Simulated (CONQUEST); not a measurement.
SnO2 (Cassiterite):

```
Sn O
1.0
     3.18650    0.00000    0.00000
     0.00000    4.73800    0.00000
     0.00000    0.00000    4.73800
Sn O
2 4
Direct
  0.49746 0.50951 0.49864
  0.99823 0.00615 0.00976
  0.50555 0.19471 0.19258
  0.00342 0.69922 0.30269
  0.50986 0.81229 0.79193
  0.98763 0.30649 0.69155
```

The cell isn't the ideal one: atoms moved at random, drawn with an rms of 0.05 Å.

Base run:

```yaml
Program: CONQUEST 1.3
Functional: PBE
Potentials_or_basis: PseudoDojo NC PBE, DZP, multi-site functions of range 6.5 bohr, grid cutoff 150 Ha
k_mesh: 8 × 6 × 6
Occupations: fermi-dirac, width 0.05 eV
Spin: no spin polarisation
```

Its results: band gap on the k mesh 0.93 eV, direct; pressure 18.4 GPa; largest force 1.935 eV/Å.

Task: After a change of settings the same cell gave: band gap on the k mesh 1.01 eV, direct; pressure 21.7 GPa; largest force 1.864 eV/Å. Which change was it?
A. potentials or basis from PseudoDojo NC PBE, DZP, multi-site functions of range 6.5 bohr, grid cutoff 150 Ha to PseudoDojo NC PBE, DZP, multi-site functions of range 12 bohr, grid cutoff 150 Ha
B. potentials or basis from PseudoDojo NC PBE, DZP, multi-site functions of range 6.5 bohr, grid cutoff 150 Ha to PseudoDojo NC PBE, DZP, multi-site functions of range 8 bohr, grid cutoff 150 Ha
C. potentials or basis from PseudoDojo NC PBE, DZP, multi-site functions of range 6.5 bohr, grid cutoff 150 Ha to PseudoDojo NC PBE, DZP, multi-site functions of range 5 bohr, grid cutoff 150 Ha
D. potentials or basis from PseudoDojo NC PBE, DZP, multi-site functions of range 6.5 bohr, grid cutoff 150 Ha to PseudoDojo NC PBE, SZ, grid cutoff 150 Ha

Result: C.

Caveats: multi-site functions contract the basis, which raises the energy a little and makes forces and stress less exact; spin-orbit coupling is left out, which moves the levels of the heavy elements; the basis of atomic orbitals isn't converged, which shifts pressures, moduli and gaps.
